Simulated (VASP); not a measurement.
Here is a VASP 6.6.1 calculation.

File run.py:

```python
from ase.calculators.vasp import Vasp
from ase.dft.bandgap import bandgap
from ase.io import read

atoms = read('MoP.cif')
calc = Vasp(
    directory='calc',
    xc='rpbe',
    pp='PBE',
    setups='gw',
    prec='Accurate',
    encut=550,
    ediff=1e-06,
    ismear=0,
    sigma=0.02,
    lreal=False,
    lasph=True,
    nelm=60,
    algo='Fast',
    isif=2,
    lwave=False,
    lcharg=False,
    kpts=[10, 10, 8],
    gamma=True,
)
atoms.calc = calc

print('energy (eV):', atoms.get_potential_energy())
print('free energy (eV):', atoms.get_potential_energy(force_consistent=True))
print('forces (eV/A):')
print(atoms.get_forces())
print('stress (eV/A^3, Voigt):', atoms.get_stress())
print('Fermi level (eV):', calc.get_fermi_level())
gap, top, bottom = bandgap(calc)
print('band gap (eV):', gap, 'from (spin, k, band)', top, 'to', bottom)
```

Contents of MoP.cif:

```cif
data_MoP
_cell_length_a 3.22300000
_cell_length_b 3.22300000
_cell_length_c 3.19100000
_cell_angle_alpha 90.00000000
_cell_angle_beta 90.00000000
_cell_angle_gamma 120.00000000
_space_group_name_H-M_alt 'P1'
_space_group_name_Hall 'P 1'
_space_group_IT_number 1
loop_
_space_group_symop_operation_xyz
'x,y,z'
loop_
_atom_site_label
_atom_site_type_symbol
_atom_site_symmetry_multiplicity
_atom_site_Wyckoff_symbol
_atom_site_fract_x
_atom_site_fract_y
_atom_site_fract_z
_atom_site_occupancy
Mo1 Mo 1 a 0.0000000000 0.0000000000 0.0000000000 1
P1 P 1 a 0.3333333333 0.6666666667 0.5000000000 1
```

Potentials or basis: VASP PAW PBE potentials, release 64 (Mo_sv_GW, P_GW).

Run with:

```bash
$ python run.py
```

Predict the pressure.

5.0 GPa.

What does it give for the band gap on the k mesh?

None (metal or under the smearing width).

Stress tensor (GPa, compression positive):
```
5.11 0.00 0.00
0.00 5.11 0.00
0.00 0.00 4.79
```

Caveat: the PAW data sets were made with another functional, which shifts forces and pressure a little.
